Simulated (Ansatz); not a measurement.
EuO2:

```
Eu O
1.0
    -1.93055    1.93055    2.73861
     1.93055   -1.93055    2.73861
     1.93055    1.93055   -2.73861
Eu O
1 2
Direct
  0.50000 0.50000 0.00000
  0.25000 0.75000 0.50000
  0.75000 0.25000 0.50000
```

The cell comes from a database or a generator and needn't be the stable form of this composition.

Base run:

| Property | Result |
| --- | --- |
| Program | Ansatz 0.2.0 |
| Functional | r2SCAN |
| Potentials or basis | Ansatz PAW |
| Cutoff | 500 eV (not typed: the program's choice for these potentials) |
| k mesh | 10 × 10 × 10 |
| Occupations | fermi-dirac, width 0.05 eV |
| Spin | collinear spin, ferromagnetic start |
| Starting moments | [7.0, 0.0, 0.0] μB |
| Hubbard terms | Eu f U = 4 eV |

Its results: band gap on the k mesh none (metal or under the smearing width); pressure 1.7 GPa; net moment 5.00 μB per cell; site moments Eu +5.92; O -0.55 μB.

Problem. After a change of settings the same cell gave: band gap on the k mesh none (metal or under the smearing width); pressure 4.3 GPa; net moment 5.00 μB per cell; site moments Eu +5.90; O -0.55 μB. Which change was it?
A. hubbard terms from Eu f U = 4 eV to none; hubbard projectors from ortho-atomic (the default) to none
B. hubbard terms from Eu f U = 4 eV to Eu f U = 8 eV
C. hubbard terms from Eu f U = 4 eV to Eu f U = 1 eV

Solution. B.

Caveats: the magnetic or orbital state may not be the lowest; spin-orbit coupling is left out, which moves the levels of the heavy elements; a cell with one magnetic atom can't hold antiferromagnetic order, which such compounds often take; the PAW data sets come from PBE, with cores solved anew for the run's functional, which leaves a small shift of forces and pressure; the density of states is complete only up to the lowest level of the last band computed.
